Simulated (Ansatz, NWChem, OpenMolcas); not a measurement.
# Errors in the dipole moment

6 molecules holding an element from Na to Cl; the dipole moment in D, computed less measured. Shapes, held fixed at every level: PBE0-D4/def2-TZVP; PN at the measured bond length. No vibrational averaging. Dipoles are compared by magnitude; molecules under 1 D, whose direction can flip, are left out. Programs: Ansatz 0.2.0, NWChem 7.3.0, OpenMolcas 26.06. A level may come from different programs for different species; with the same settings they agree closely. Measured values: NIST CCCBDB.

Levels: A = HF/def2-SVP; B = PBE0/def2-SVP; C = B3LYP/6-31G* (Cartesian functions).

```json
{"molecule": "PN (phosphorus nitride)", "measured": "2.75", "A": "+0.21", "B": "-0.21", "C": "-0.29"}
{"molecule": "SO2 (sulfur dioxide)", "measured": "1.63", "A": "+0.66", "B": "+0.12", "C": "+0.08"}
{"molecule": "CH2S (methanethial)", "measured": "1.65", "A": "+0.37", "B": "+0.02", "C": "+0.21"}
{"molecule": "CH2Cl2 (dichloromethane)", "measured": "1.60", "A": "+0.31", "B": "+0.09", "C": "+0.21"}
{"molecule": "C2H2Cl2 (cis-1,2-Dichloroethene)", "measured": "1.90", "A": "+0.26", "B": "-0.12", "C": "+0.06"}
{"molecule": "C2H6S (dimethyl sulfide)", "measured": "1.50", "A": "+0.16", "B": "+0.07", "C": "+0.20"}
```

(1) Sum up the errors.

Answers

(1) 
```
                             level           kind  mean error  mean absolute error  worst case
                       HF/def2-SVP   Hartree–Fock      +0.328                0.328         SO2
                     PBE0/def2-SVP  global hybrid      -0.005                0.105          PN
B3LYP/6-31G* (Cartesian functions)  global hybrid      +0.078                0.175          PN
```

On this set PBE0/def2-SVP has the smallest mean absolute error and HF/def2-SVP the largest. HF/def2-SVP is too high in 6 of 6; B3LYP/6-31G* (Cartesian functions) is too high in 5 of 6. The levels differ in basis as well as in method. The set is small.
